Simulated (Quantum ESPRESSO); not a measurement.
# KBr under changes of volume

One of the cells (35.937 Å³/atom); the others are scaled copies at fixed shape and fractional positions:

```xyz
2
Lattice="0.0000 3.3000 3.3000 3.3000 0.0000 3.3000 3.3000 3.3000 0.0000" Properties=species:S:1:pos:R:3 pbc="T T T"
Br    3.3000    3.3000    3.3000
K     0.0000    0.0000    0.0000
```

```yaml
Program: Quantum ESPRESSO 7.5
Functional: r2SCAN
Potentials_or_basis: SG15 PBE 1.2
Cutoff: 952 eV
Density_cutoff: 3810 eV
k_mesh: 5 × 5 × 5
Occupations: fermi-dirac, width 0.05 eV
Spin: no spin polarisation
```

```tsv
volume (Å³/atom)	energy over the lowest point (meV/atom)	pressure (GPa)	gap on the mesh (eV)
33.781	8.54	1.2	5.14
34.500	3.91	0.8	5.08
35.218	1.13	0.4	5.02
35.937	0.00	0.1	4.96
36.656	0.32	-0.2	4.91
37.374	1.94	-0.5	4.86
38.093	?	?	?
```

**Question.** What does the run at 38.093 Å³/atom give?

**Answer.** Energy over the lowest point 4.71 meV/atom; pressure -0.7 GPa; gap on the mesh 4.81 eV.

Worked out: A Birch-Murnaghan fit of order 3 (a polynomial in V^(-2/3)) to the other rows has its minimum at 36.13 Å³/atom with B0 = V·E''(V) = 15.8 GPa and B' = 5.0. It gives 4.71 meV/atom at 38.093 Å³/atom, against the run's 4.71, and -dE/dV = -0.7 GPa, against -0.7. A straight line through the other rows of the gap, of slope -2.79 eV per unit of ln V (its deformation potential), extrapolates to 4.80 eV, against the run's 4.81.

Energies are extrapolated to zero smearing.

Caveats: the potentials were made for another functional, which shifts forces and pressure.

Spin-orbit coupling on Br is left out.
